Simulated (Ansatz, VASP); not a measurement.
Given: the input of a run of VASP 6.6.1 on HfN.

Contents of INCAR:

```
SYSTEM = HfN
PREC     = Accurate       ! precision mode
ENCUT    = 520            ! plane-wave cutoff, eV
EDIFF    = 1E-6           ! SCF threshold, eV
ISMEAR   = -1             ! smearing method
SIGMA    = 0.05           ! smearing width, eV
LREAL    = .FALSE.        ! projectors in reciprocal space
LASPH    = .TRUE.         ! aspherical terms in the spheres
NELM     = 60             ! most SCF steps
ALGO     = Normal         ! electronic algorithm
ISIF     = 2              ! what is computed and relaxed
LWAVE    = .FALSE.        ! write WAVECAR
LCHARG   = .FALSE.        ! write CHGCAR
GGA      = PS             ! functional
NBANDS   = 14             ! bands
```

The input KPOINTS:

```
Automatic mesh
0
G
  9 9 9
  0 0 0
```

File POSCAR:

```
HfN
1.0
    0.0000000000      2.5029679880      2.5029679880
    2.5029679880      0.0000000000      2.5029679880
    2.5029679880      2.5029679880      0.0000000000
Hf N
1 1
Direct
    0.0000000000      0.0000000000      0.0000000000
    0.2500000000      0.2500000000      0.2500000000
```

Potentials or basis: VASP PAW PBE potentials, release 64 (Hf_pv, N).

Run with:

```bash
$ cat potpaw_PBE.64/Hf_pv/POTCAR potpaw_PBE.64/N/POTCAR > POTCAR
$ mpirun -np 1 vasp_std > vasp.out
```

Q: Set up the same calculation for Ansatz 0.2.0. Potentials there: all-electron LAPW, scalar-relativistic.

A: As run (the cutoff follows the program's own potentials):

The input input.yaml:

```yaml
crystal:
  lattice:
    - [0.0, 2.502967988, 2.502967988]
    - [2.502967988, 0.0, 2.502967988]
    - [2.502967988, 2.502967988, 0.0]
  atoms:
    - { symbol: Hf, position: [0.0, 0.0, 0.0] }
    - { symbol: "N", position: [0.25, 0.25, 0.25] }
kpoints:
  mp_grid: { grid: [9, 9, 9] }
scf:
  occupations: { method: fermi_dirac, width: 0.05 }
hamiltonian:
  xc: pbesol
  pseudopotentials: { kind: all_electron, lapw: { basis_error: 0.001 } }
output:
  forces: true
  stress: true
  eigenvalues: true
```

Potentials or basis: all-electron LAPW, scalar-relativistic.

Command:

```bash
$ ansatz run input.yaml --threads 1 --pin off --max-ram 3072MiB --backend cpu --events-out ev --progress --plain --runs-dir out
```

Both were run:

|  | VASP | Ansatz | Ansatz less VASP |
| --- | --- | --- | --- |
| gap on the k mesh at the Fermi level (eV) | none | none | - |
| pressure (GPa) | -15.3 | -14.4 | +0.97 |

A gap of «none» marks a metal or a gap that the smearing closes. Ansatz ran all-electron here, so the differences hold the error of VASP's frozen core and of both bases.

Caveats: so large a pressure means that the cell lies far from this level's equilibrium, or that cutoff or potentials fall short (VASP); the potentials were made for another functional, which shifts forces and pressure (VASP). The runs have no spin-orbit coupling, so splittings on Hf are missing.
